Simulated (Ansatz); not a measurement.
# Ti: symmetry broken, then relaxed

Method: DFT PBEsol, scalar-relativistic, plane waves, PAW (Ansatz). Settings: plane waves to 420 eV, k-mesh 12×12×8 (Γ-centred), Gaussian smearing 0.15 eV. No spin polarisation. Energies are free energies at this smearing, counted from the undisturbed cell; pressure is positive in compression.

The undisturbed cell (relaxed at this level):

```yaml
crystal:
  lattice:
    - [2.90044, 0.00000, 0.00000]
    - [-1.45022, 2.51185, 0.00000]
    - [0.00000, 0.00000, 4.59099]
  atoms:
    - { symbol: Ti, position: [0.33333, 0.66667, 0.25000] }
    - { symbol: Ti, position: [0.66667, 0.33333, 0.75000] }
```

The atoms are displaced (Å, in the unstrained cell):

| atom | ux | uy | uz |
| --- | --- | --- | --- |
| Ti1 | 0.393 | 0.052 | -0.195 |
| Ti2 | -0.393 | -0.052 | 0.195 |

Cell and atoms are then relaxed.

Question: Does the relaxation return to the undisturbed structure?

Answer: Yes (up to a choice of domain or origin): same space group and volume, and an energy 0.0 meV/atom from it. The disturbance itself cost 300.2 meV/atom. The final space group reads P6_3/mmc (tolerance 0.05 Å) and the volume changes by 0.06 %.

Final structure:

```
Ti
1.0
     2.90018    0.00014    0.00001
    -1.44997    2.51141   -0.00001
     0.00001   -0.00001    4.59481
Ti
2
Direct
  0.33322 0.66661 0.24999
  0.66678 0.33339 0.75001
```

The relaxation, step by step (energy from the first step; small jumps at an unchanged geometry come where the plane waves are selected anew for the new cell):

| step | ΔE (meV/atom) | largest force component (eV/Å) | pressure (GPa) |
| --- | --- | --- | --- |
| 1 | 0.0 | 2.199 | 2.32 |
| 2 | -126.9 | 0.861 | 5.83 |
| 3 | -251.8 | 0.372 | 0.14 |
| 4 | -282.6 | 0.122 | 2.77 |
| 5 | -299.8 | 0.005 | 0.92 |
| 6 | -300.1 | 0.001 | -0.16 |
| 7 | -300.2 | 0.001 | 0.07 |
| 8 | -300.2 | 0.000 | -0.01 |
| 9 | -300.2 | 0.000 | -0.02 |

Frames along the relaxation (Å, eV/Å):

```xyz
2
Lattice="2.900 0.000 0.000 -1.450 2.512 0.000 0.000 0.000 4.591" Properties=species:S:1:pos:R:3:forces:R:3 pbc="T T T" step=1
Ti    0.393    1.726    0.953   -0.268    0.165    2.199
Ti    1.057    0.786    3.638    0.268   -0.165   -2.199
2
Lattice="2.877 -0.014 0.023 -1.451 2.495 -0.035 0.036 -0.043 4.382" Properties=species:S:1:pos:R:3:forces:R:3 pbc="T T T" step=2
Ti    0.380    1.688    1.004   -0.348    0.164    0.861
Ti    1.082    0.750    3.366    0.348   -0.164   -0.861
2
Lattice="2.945 -0.039 0.067 -1.507 2.509 -0.034 0.106 -0.002 4.516" Properties=species:S:1:pos:R:3:forces:R:3 pbc="T T T" step=3
Ti    0.220    1.630    1.130   -0.372    0.018    0.146
Ti    1.325    0.838    3.419    0.372   -0.018   -0.146
2
Lattice="2.925 -0.084 -0.010 -1.535 2.502 -0.022 -0.016 -0.049 4.551" Properties=species:S:1:pos:R:3:forces:R:3 pbc="T T T" step=4
Ti   -0.035    1.568    1.122    0.122    0.091    0.002
Ti    1.409    0.801    3.397   -0.122   -0.091   -0.002
2
Lattice="2.899 0.008 -0.001 -1.443 2.500 0.001 -0.001 0.001 4.574" Properties=species:S:1:pos:R:3:forces:R:3 pbc="T T T" step=5
Ti    0.000    1.666    1.144   -0.005    0.004   -0.002
Ti    1.455    0.844    3.430    0.005   -0.004    0.002
2
Lattice="2.897 0.003 0.000 -1.446 2.505 0.000 0.000 0.000 4.615" Properties=species:S:1:pos:R:3:forces:R:3 pbc="T T T" step=6
Ti   -0.001    1.669    1.154    0.001    0.001    0.000
Ti    1.452    0.838    3.461   -0.001   -0.001    0.000
2
Lattice="2.899 0.001 0.000 -1.449 2.509 0.000 0.000 0.000 4.597" Properties=species:S:1:pos:R:3:forces:R:3 pbc="T T T" step=7
Ti    0.000    1.673    1.149    0.000    0.000    0.001
Ti    1.450    0.837    3.448    0.000    0.000   -0.001
2
Lattice="2.900 0.000 0.000 -1.450 2.511 0.000 0.000 0.000 4.595" Properties=species:S:1:pos:R:3:forces:R:3 pbc="T T T" step=8
Ti    0.000    1.674    1.149    0.000    0.000    0.000
Ti    1.450    0.837    3.446    0.000    0.000    0.000
2
Lattice="2.900 0.000 0.000 -1.450 2.511 0.000 0.000 0.000 4.595" Properties=species:S:1:pos:R:3:forces:R:3 pbc="T T T" step=9
Ti    0.000    1.674    1.149    0.000    0.000    0.000
Ti    1.450    0.837    3.446    0.000    0.000    0.000
```

Cost: 3 runs of about 1.8 core-minutes in all, on Intel Xeon 6975P-C (Granite Rapids) (shared hosts).